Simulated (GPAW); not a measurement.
# ZnSe (Stilleite) in GPAW: convergence with k mesh

Crystal: ZnSe (Stilleite).

```xyz
2
Lattice="0.0000 2.8338 2.8338 2.8338 0.0000 2.8338 2.8338 2.8338 0.0000" Properties=species:S:1:pos:R:3 pbc="T T T"
Se    4.2507    4.2507    4.2507
Zn    0.0000    0.0000    0.0000
```

```yaml
Program: GPAW 26.7.0
Task: G0W0 quasiparticle levels
Functional: LDA
Potentials_or_basis: the program's PAW data sets (release 1.2.1) made for this functional
Cutoff: 450 eV
Basis: pw
k_mesh: 2 × 2 × 2
Occupations: fermi-dirac, width 0.001 eV
Spin: no spin polarisation
Frequency: ppa
Extrapolate: no
Qp_bands: 1
Response_ecut: 80 eV
Integrate_gamma: 1BZ
Maxiter: 150
Vertex: none
All_k: no
Response_bands: 73
```

These are the settings of the first run; the series varies k mesh, with any setting tied to it.

Hardware: 1 thread of INTEL(R) XEON(R) PLATINUM 8581C CPU @ 2.10GHz (Emerald Rapids) (shared host).

| k mesh | energy less the tightest run, at zero smearing (meV/atom) | gap on the mesh (eV) | quasiparticle gap at the points computed (eV) | SCF cycles | CPU time (s) | peak memory (GiB) |
| --- | --- | --- | --- | --- | --- | --- |
| 2 × 2 × 2 | 776.95 | 0.842 | 2.007 | 11 | 43 | 0.32 |
| 3 × 3 × 3 | 150.93 | 0.985 | 2.235 | 11 | 57 | 0.32 |
| 4 × 4 × 4 | 36.59 | 1.025 | 2.318 | 11 | 120 | 0.35 |
| 5 × 5 × 5 | 9.78 | 1.039 | 2.309 | 11 | 160 | 0.43 |
| 6 × 6 × 6 | 2.39 | 1.043 | 2.347 | 11 | 270 | 0.56 |
| 7 × 7 × 7 | 0.00 | 1.045 | 2.299 | 11 | 390 | 0.73 |

Against the tightest run, the gap on the mesh stays within 0.01 eV from 5 × 5 × 5 on; the quasiparticle gap at the points computed stays within 0.05 eV from 4 × 4 × 4 on. Not settled before the last step: the energy (to 1 meV/atom). Meshes of other sizes hit other points, so gaps and Fermi surfaces needn't settle smoothly. The tightest run that finished is the yardstick and may itself not be fully converged.

Caveat, for the tightest run too: the quasiparticle gap is taken among the few k points that were corrected; the long-wavelength limit can be off by several per cent where d states take part.

A gap of «none» marks a metal or a gap under the smearing width.
